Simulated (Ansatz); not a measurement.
# HgTe (Coloradoite) (F-43m) in Ansatz: settings compared

One crystal, HgTe (Coloradoite), is run at these levels: LDA, PBE+D4; tasks: phonons, single point, equation of state.

All numbers are computed with Ansatz 0.2.0; they aren't measurements. Logs are shortened: lines on timing, memory, paths and dates and some standing lists are left out, and cuts for length are marked.

**The experiment to reproduce.**

A printed reference work, monograph reports, for a bulk crystal of HgTe: bulk modulus 43 GPa.

The runs below are set against these values where they give the same quantity.

**1. The structure**

It takes space group F-43m (No. 216, cubic). Conventional cell: a = 6.429 Å, b = 6.429 Å, c = 6.429 Å, α = 90.00°, β = 90.00°, γ = 90.00°. Hg (site symmetry -43m) has 4 Te at 2.78 Å as nearest neighbours. Te (site symmetry -43m) is surrounded by 4 Hg at 2.78 Å.

**2. Phonons, LDA**

input.yaml reads:

```yaml
crystal:
  lattice:
    - [0.0, 3.2145, 3.2145]
    - [3.2145, 0.0, 3.2145]
    - [3.2145, 3.2145, 0.0]
  atoms:
    - { symbol: Hg, position: [0.0, 0.0, 0.0] }
    - { symbol: Te, position: [0.75, 0.75, 0.75] }
hamiltonian:
  xc: lda
  pseudopotentials: { kind: paw }
kpoints:
  mp_grid: { grid: [6, 6, 6] }
scf:
  occupations: { method: fermi_dirac, width: 0.05 }
phonons:
  method: dfpt
  qmesh: [2, 2, 2]
  temperatures: { t_max: 1000, t_step: 100 }
  qpath:
    path:
      - [[0.0, 0.0, 0.0], [0.5, 0.0, 0.5], [0.5, 0.25, 0.75], [0.375, 0.375, 0.75], [0.0, 0.0, 0.0], [0.5, 0.5, 0.5], [0.625, 0.25, 0.625], [0.5, 0.25, 0.75], [0.5, 0.5, 0.5], [0.375, 0.375, 0.75]]
      - [[0.625, 0.25, 0.625], [0.5, 0.0, 0.5]]
    npoints: 8
```

Potentials or basis: Ansatz PAW.

Started as:

```
$ ansatz run input.yaml --threads 2 --pin off --max-ram 5120MiB --backend cpu --events-out ev --progress --plain --runs-dir out
```

Log:

```text
Warning: phonons: the dynamical matrix that this run interpolates holds no multipole term above the dipole-dipole one, and a site of this crystal is no centre of inversion, so its interpolated transverse optical and acoustic branches and sound speeds can stay off near Gamma, and the density of states and the thermodynamics with them. What a run solves at a wave vector of phonons.qpoints, Gamma apart, where the deck admits one, is free of this, and under fd what a larger phonons.supercell samples
Warning: RAYON_NUM_THREADS=2 ignored (pool sized by the plan → 2); use --threads N
Engine: ansatz 0.2.0, aarch64-unknown-linux-gnu
Pseudopotentials: kind: paw
Pseudopotential: Hg, paw, valence charge 20, recommended cutoff 420 eV (normal), Hg.paw.azcp
Pseudopotential: Te, paw, valence charge 16, recommended cutoff 420 eV (normal), Te.paw.azcp
Functional definition: SPW92
  exchange = slater_x
  correlation = pw_c
Crystal: 2 atoms, lattice volume = 66.431 Å³
Basis set: ecut = 420 eV, 1291 PW (Γ), exchange–correlation on 64×64×64 points (8 copies of the dense FFT grid, shifted against one another)
Bands: 22, of which v1, the nominal top of the filled ones, is band 18 counted from 1 (17 counted from 0)
Symmetry: 24 space group operations
k-points: 16 of 216 (time reversal used)
Non-local potential: Hg, projectors of the file, l = 0: 3, l = 1: 2, l = 2: 2, l = 3: 1
Non-local potential: Te, projectors of the file, l = 0: 2, l = 1: 2, l = 2: 2, l = 3: 2
PAW form: soft (Blöchl's): semilocal exchange-correlation on the pseudo side does not see the compensation charge
PAW frozen core: Hg, regenerated for the run's functional, and the local potential with it (the file was generated under x = pbe(κ = 0.804, μ = 0.2195149727645171), c = pbe(β = 0.06672455060314922))
PAW frozen core: Te, regenerated for the run's functional, and the local potential with it (the file was generated under x = pbe(κ = 0.804, μ = 0.2195149727645171), c = pbe(β = 0.06672455060314922))
PAW one-centre angular grid: Hg, 590 points (default); XC on 64 Gauss nodes
PAW one-centre angular grid: Te, 590 points (default); XC on 64 Gauss nodes
Initial density: superposition of atomic densities (neutral atoms: chi_scale 0, normalization atom), corrected by the library's trained network
Initial wavefunctions: pseudopotential atomic-orbital guess
Functional: x = slater, c = lda
SCF iter   1: F=—  HF=-20349.877590 eV  |F-HF|=—  |Δ(HF+E_count)|=         —  Δρ=4.40e-3  dr2=8.06e-3  ethr=1.77e-3  ⟨swp⟩=6.1  Hψ=1660  notcnv=0
preconditioner: auto → none  [insulator: Δε(μ)=0.547 eV  Ē_g=10.577 eV  σ=0.050 eV  W_gap=0.67  n_scr=14 (ndim 8)  ℏωp=19.3 eV  f_vac=0.179  D(μ)=0.13/eV (n_scr^D=0)  ε∞_Penn≈4.3]
SCF iter   2: F=—  HF=-20349.874810 eV  |F-HF|=—  |Δ(HF+E_count)|=   2.78e-3  Δρ=1.86e-3  dr2=7.78e-4  ethr=2.24e-5  ⟨swp⟩=2.0  Hψ=763  notcnv=0
SCF iter   3: F=—  HF=-20349.874832 eV  |F-HF|=—  |Δ(HF+E_count)|=   2.29e-5  Δρ=6.51e-4  dr2=1.05e-4  ethr=2.16e-6  ⟨swp⟩=1.0  Hψ=352  notcnv=0
SCF iter   4: F=—  HF=-20349.874838 eV  |F-HF|=—  |Δ(HF+E_count)|=   5.69e-6  Δρ=3.46e-5  dr2=8.60e-7  ethr=2.92e-7  ⟨swp⟩=1.1  Hψ=353  notcnv=0
SCF iter   5: F=—  HF=-20349.874842 eV  |F-HF|=—  |Δ(HF+E_count)|=   3.80e-6  Δρ=1.59e-5  dr2=2.01e-7  ethr=2.39e-9  ⟨swp⟩=2.2  Hψ=624  notcnv=0
SCF iter   6: F=—  HF=-20349.874842 eV  |F-HF|=—  |Δ(HF+E_count)|=   4.96e-8  Δρ=4.35e-6  dr2=1.02e-8  ethr=5.57e-10  ⟨swp⟩=2.0  Hψ=475  notcnv=0
SCF iter   7: F=—  HF=-20349.874842 eV  |F-HF|=—  |Δ(HF+E_count)|=   1.43e-9  Δρ=1.00e-6  dr2=4.53e-10  ethr=2.84e-11  ⟨swp⟩=2.2  Hψ=474  notcnv=0
SCF iter   8: F=—  HF=-20349.874842 eV  |F-HF|=—  |Δ(HF+E_count)|=  2.55e-11  Δρ=1.77e-7  dr2=1.15e-11  ethr=1.26e-12  ⟨swp⟩=2.4  Hψ=528  notcnv=0
SCF iter   9: F=-20349.874842 eV  HF=-20349.874842 eV  |F-HF|=0.00e0  |Δ(HF+E_count)|=  3.64e-12  Δρ=1.85e-8  dr2=1.02e-13  ethr=1.00e-12  ⟨swp⟩=5.9  Hψ=1467  notcnv=0
SCF 1 converged in 9 iterations: F = -20349.874842 eV  dr2 = 1.02e-13
Initial density: read from a saved state, or passed on in memory by an earlier SCF of this step, an earlier step, the calling program or the single point that the run made first
iter 1 solved again at ethr=1.24e-7 eV; its pass at ethr=3.10e-3 eV (dr2=4.48e-5 eV) is discarded
SCF iter   1: F=—  HF=-20349.874844 eV  |F-HF|=—  |Δ(HF+E_count)|=         —  Δρ=8.61e-7  dr2=4.73e-10  ethr=1.24e-7  ⟨swp⟩=3.9  Hψ=2606  notcnv=0
eigensolver tolerance schedule: the retry pair's looser diagonalisation over-reported the residual by 94806.05 of it (diagonalisation noise at an unbounded share of the residual, at the tolerance the schedule requests for it); recorded, not acted on — ethr = c·dr2/N_el stays at c = 1.0e-1
preconditioner: auto → none  [insulator: Δε(μ)=0.571 eV  Ē_g=10.598 eV  σ=0.050 eV  W_gap=0.67  n_scr=14 (ndim 8)  ℏωp=19.3 eV  f_vac=0.171  D(μ)=0.13/eV (n_scr^D=0)  ε∞_Penn≈4.3]
SCF iter   2: F=—  HF=-20349.874842 eV  |F-HF|=—  |Δ(HF+E_count)|=   2.17e-6  Δρ=7.99e-7  dr2=5.81e-10  ethr=1.31e-12  ⟨swp⟩=4.0  Hψ=1051  notcnv=0
SCF iter   3: F=—  HF=-20349.874842 eV  |F-HF|=—  |Δ(HF+E_count)|=  1.67e-10  Δρ=3.66e-7  dr2=9.37e-11  ethr=1.31e-12  ⟨swp⟩=2.0  Hψ=438  notcnv=0
SCF iter   4: F=—  HF=-20349.874842 eV  |F-HF|=—  |Δ(HF+E_count)|=  1.82e-11  Δρ=2.46e-7  dr2=3.98e-11  ethr=1.00e-12  ⟨swp⟩=1.0  Hψ=352  notcnv=0
SCF iter   5: F=—  HF=-20349.874842 eV  |F-HF|=—  |Δ(HF+E_count)|=  7.28e-12  Δρ=1.62e-7  dr2=1.68e-11  ethr=1.00e-12  ⟨swp⟩=1.0  Hψ=352  notcnv=0
SCF iter   6: F=-20349.874842 eV  HF=-20349.874842 eV  |F-HF|=7.28e-12  |Δ(HF+E_count)|=  3.64e-12  Δρ=1.09e-7  dr2=7.43e-12  ethr=1.00e-12  ⟨swp⟩=2.3  Hψ=698  notcnv=0
SCF 2 converged in 6 iterations: F = -20349.874842 eV  dr2 = 7.43e-12
k-points: 46 of 216 (irreducible under 4 space group operations, time reversal used)
iter 1 solved again at ethr=1.23e-7 eV; its pass at ethr=3.10e-3 eV (dr2=4.42e-5 eV) is discarded
SCF iter   1: F=—  HF=-20349.873949 eV  |F-HF|=—  |Δ(HF+E_count)|=         —  Δρ=8.15e-7  dr2=4.50e-10  ethr=1.23e-7  ⟨swp⟩=3.9  Hψ=6705  notcnv=0  defer=87
eigensolver tolerance schedule: the retry pair's looser diagonalisation over-reported the residual by 98358.73 of it (diagonalisation noise at an unbounded share of the residual, at the tolerance the schedule requests for it); recorded, not acted on — ethr = c·dr2/N_el stays at c = 1.0e-1
preconditioner: auto → none  [insulator: Δε(μ)=0.000 eV  Ē_g=10.596 eV  n_scr=14 (ndim 8)  ℏωp=19.3 eV  f_vac=0.171  ε∞_Penn≈4.3]
SCF iter   2: F=—  HF=-20349.873949 eV  |F-HF|=—  |Δ(HF+E_count)|=   2.90e-7  Δρ=6.94e-7  dr2=3.88e-10  ethr=1.25e-12  ⟨swp⟩=4.0  Hψ=3019  notcnv=0  defer=75
SCF iter   3: F=-20349.873949 eV  HF=-20349.873949 eV  |F-HF|=4.37e-11  |Δ(HF+E_count)|=  1.09e-10  Δρ=3.13e-7  dr2=6.14e-11  ethr=1.00e-12  ⟨swp⟩=5.8  Hψ=3820  notcnv=0
WARN: a fill by count may have filled part of one level: at k-index 0 the highest filled band, 8.671714 eV, and the lowest empty band, 8.671714 eV, stand 8.882e-15 eV apart, within the solve's uncertainty, 1.000e-5 eV. If they are one level, whatever splits it, however little, can move the result. A smearing (`scf.occupations.method` with a `width`) well over the split that the run's distortions make, where the deck can take one, can fill the level evenly. On an open shell (a free atom, a radical) an even fill, a smearing's or one that the run's symmetry operations hold, can lie tenths of an eV above a state that splits the level, and an energy difference taken against it is then off by as much. To look for that state on an open shell, re-run with `crystal.symmetry.detect: false`, without `crystal.symmetry.time_reversal: true` (on a non-collinear deck from a starting moment too), where the deck allows it, and compare the energies; that run can end on one of several states, or fail to converge. If the gap is true, a tighter SCF threshold (`scf.convergence.dr2_threshold`, or `saddle.dr2_threshold`, `phonons.dr2_threshold` by `fd` or `hamiltonian.hubbard.lr.dr2_threshold` where that key governs the SCF) lowers that uncertainty; where it stays it is the eigensolver's: a larger `scf.n_extra_bands` or, on support functions, `scf.eigensolver.kind: davidson` lowers it. See `scf.occupations.method`, Limitations, in the input reference
SCF 3 converged in 3 iterations: F = -20349.873949 eV  dr2 = 6.14e-11
NSCF: frozen V_eff on 23 k-points
phonons: the run's symmetry doesn't show that the Born effective charges vanish, and it interpolates frequencies without the dipole-dipole term. In a polar insulator or semiconductor they then lack LO-TO splitting, and the branches near Gamma, sound speeds, density of states, thermodynamics and thermal conductivity can be off. Where the input admits it, phonons.dielectric: true or phonons.non_analytic_term supplies the term (a sheet's or wire's own needs phonons.isolated: true). The run goes on without its unit cell's response to a homogeneous field, whose tensors the term is made of, since a DFPT response about bands that are each full or empty needs each spin channel's highest filled band to stand apart from its lowest empty one at every k-point that it solves. Channel 0 fills its lowest 18 bands, and at k = (0, 0, 0) (k in fractional coordinates) the highest filled band, 8.671714 eV, and the lowest empty band, 8.671714 eV, cannot be told apart: 8.882e-15 eV apart, within the solve's uncertainty, 1.000e-5 eV. If they are one level, only part of it is filled, and the response would follow whichever part the eigensolver returned. If the two levels are distinct, lower that uncertainty (tighten scf.convergence.dr2_threshold (if unset, the value in force may already be tighter than the key's default, set by another part of the input; each SCF's setup event in the run's event stream (--events-out) reports it as dr2_threshold_ev); where that does not lower it, raise scf.n_extra_bands). Where the level is cut at k + q alone, scf.occupations.method: fixed can fill it evenly if scf.n_extra_bands reaches past it. Otherwise scf.occupations.method: fermi_dirac with the default scf.occupations.width fills such a level evenly, which leaves it partly filled; phonons of such a state are solved with smeared occupations, and only at a wavevector that carries the k mesh onto itself, and their frequencies are to be checked against a denser k mesh; the response to a homogeneous field is undefined for such a state. See scf.occupations.method, Limitations, in the input reference. phonons.dielectric: true is no way round that: under method: fd it ends the run on it; phonons.dielectric: false leaves the calculation out
NSCF: frozen V_eff on 16 k-points
NSCF: frozen V_eff on 30 k-points
DFPT response loops at q = (0, 0, 0) (fractional): preconditioner auto → none (partly filled bands, converged f_vac=0.171); β = 0.50; Broyden in place of MSR1
NSCF: frozen V_eff on 136 k-points
DFPT response loops at q = (0, 0, -0.5) (fractional): mixed as the last ones told, above
NSCF: frozen V_eff on 92 k-points
DFPT response loops at q = (0, -0.5, -0.5) (fractional): mixed as the last ones told, above
SCF converged after 9 iterations
Free energy (F): -20349.874842 eV
Harris-Foulkes:  -20349.874842 eV  (|F-HF|=0.00e0)
Internal energy: -20349.873895 eV  (E = F + TS)
E sigma→0 (E₀):  -20349.874368 eV
Entropy (-TS):   -0.000947 eV (-0.473 meV/atom)
Fermi energy:    8.707780 eV
--- Per-component energies (eV) ---
  E_band       = -776.143435
  E_kinetic    = 786.207925
  E_local      = -4782.410618  (includes V_loc(G=0)·N_el)
  E_nonlocal   = -224.486592
  E_hartree    = 2320.551422
  E_xc         = -342.822793
  E_vxc        = -366.918690  (∫ρ·V_xc dr)
  E_paw        = -14165.111041  (= ΣΔE_a)
  E_vpaw       = -829.638979  (= ΣTr[D̂ρ^β])
  E_aug_tail   = 0.000658  (compensation charges beyond the density's cutoff)
  E_ewald      = -3943.057611
  E_core_change = 1.254754  (= ΣΔE_core)
  E_smearing   = -0.000947  (= −TS)
  E_closure    = 0.000000  (closes the sum)
  Σ components = -20349.874842   (vs F -20349.874842, Δ=0.00e0)
--- Band table (eV; the first three rows and the last of 16) ---
  k-point 0: bands = ["-106.4818", "-54.7849", "-54.7849", "-54.7849", "-28.0362", "-28.0362", "-28.0362", "-28.0263", "-28.0263", "-3.5214", "1.2321", "1.2321", "1.2321", "1.7853", "1.7853", "7.7827", "8.6717", "8.6717", "8.6717", "12.8288", "12.8288", "12.8288"]
  k-point 1: bands = ["-106.4818", "-54.7850", "-54.7849", "-54.7849", "-28.0363", "-28.0361", "-28.0361", "-28.0263", "-28.0263", "-3.3834", "1.2698", "1.2698", "1.2840", "1.7820", "1.7820", "6.2150", "8.3690", "8.3690", "9.3831", "12.8216", "13.2134", "13.2134"]
  k-point 2: bands = ["-106.4818", "-54.7850", "-54.7849", "-54.7849", "-28.0365", "-28.0360", "-28.0360", "-28.0262", "-28.0262", "-3.0861", "1.3350", "1.3350", "1.5714", "1.7914", "1.7914", "4.2262", "7.8666", "7.8666", "9.3481", "13.6178", "13.6178", "14.3571"]
  k-point 15: bands = ["-106.4818", "-54.7850", "-54.7850", "-54.7850", "-28.0368", "-28.0360", "-28.0356", "-28.0263", "-28.0259", "-2.7175", "1.4461", "1.5304", "1.6553", "1.8013", "2.3768", "3.0209", "5.9871", "6.0888", "11.3731", "12.1875", "15.0424", "15.2192"]
--- Phonons (Γ-DFPT): 2 representative perturbations + reference (Σ response iterations 6) ---
  ASR residual: 4.048e-5 → 0.000e0 eV/Å²; symmetrization residual: 4.908e-5 eV/Å²
  ASR residual per site (eV/Å²): 4.05e-5 2.15e-5
  Γ frequencies (cm⁻¹): 0.00 0.00 0.00 116.27 116.27 116.27
--- Phonons (arbitrary-q DFPT): 3 irreducible q on the 2×2×2 mesh ---
  q = [0.0000, 0.0000, 0.0000] (star 1, of the zone-centre solve; hermiticity 2.53e-5, symmetrization 4.72e-11): 0.00 0.00 0.00 116.27 116.27 116.27
  q = [0.0000, 0.0000, -0.5000] (star 4, 2 solved perturbations on 68 of 216 k-point pairs; hermiticity 1.05e-5, symmetrization 9.75e-7): 20.28 20.28 82.35 128.01 128.01 141.85
  q = [0.0000, -0.5000, -0.5000] (star 3, 4 solved perturbations in 152 linear systems a pass and spin channel, the states on 46 of 216 k-point pairs; hermiticity 1.24e-5, symmetrization 2.03e-9): 19.03 19.03 93.62 133.43 139.44 139.44
  sum rule: each row above includes the acoustic sum rule's correction from the zone centre's row sums; it moved no ω² by more than (0.23 cm⁻¹)²
  mesh force constants: q→R imaginary residual 4.81e-17; ASR residual 4.048e-5 → 0.000e0 eV/Å²; symmetrization residual 5.329e-15 eV/Å²
  interpolated dispersion: 82 rows × 6 modes
  density of states and harmonic sums: on the 18×18×18 q-mesh, interpolated from the force constants of a 2×2×2 supercell (no non-analytic term)
  largest difference from the sums on the solved wave vectors: F 6.99e-2 eV, S 1.02e-4 and C_V 3.23e-5 eV/K
  zero-point energy: 0.032636 eV/cell   skipped modes (ω ≤ 0): 3   left out of the sums: 8.57e-5 of the cell's modes: C_V's classical limit lies that fraction below 3 k_B per atom; for a crystal, a wire or a layer, F and S can be off by more, and a phonons.interpolated_qmesh denser along its periods is the remedy for the sampling
```

It took 36 s on 2 threads of Arm Neoverse V1, shared host; peak memory 0.55 GiB.

What came out:

```yaml
Free_energy: -20349.8748 eV
Band_gap_on_the_k_mesh: none (metal or under the smearing width)
Highest_phonon_frequency: 142 cm⁻¹
```

Phonon frequencies in cm⁻¹ (negative: imaginary):
```tsv
q point	frequencies
(0.000, 0.000, 0.000)	0 0 0 116 116 116
(0.000, 0.000, -0.500)	20 20 82 128 128 142
(0.000, -0.500, -0.500)	19 19 94 133 139 139
```

Caveat: the q mesh is small, so phonon branches between its points and thermal values are rough; the PAW data sets come from PBE, with cores solved anew for the run's functional, which leaves a small shift of forces and pressure. Spin-orbit coupling is left out, which matters for the levels of Hg, Te.

(Continued in part 2 of 2.)
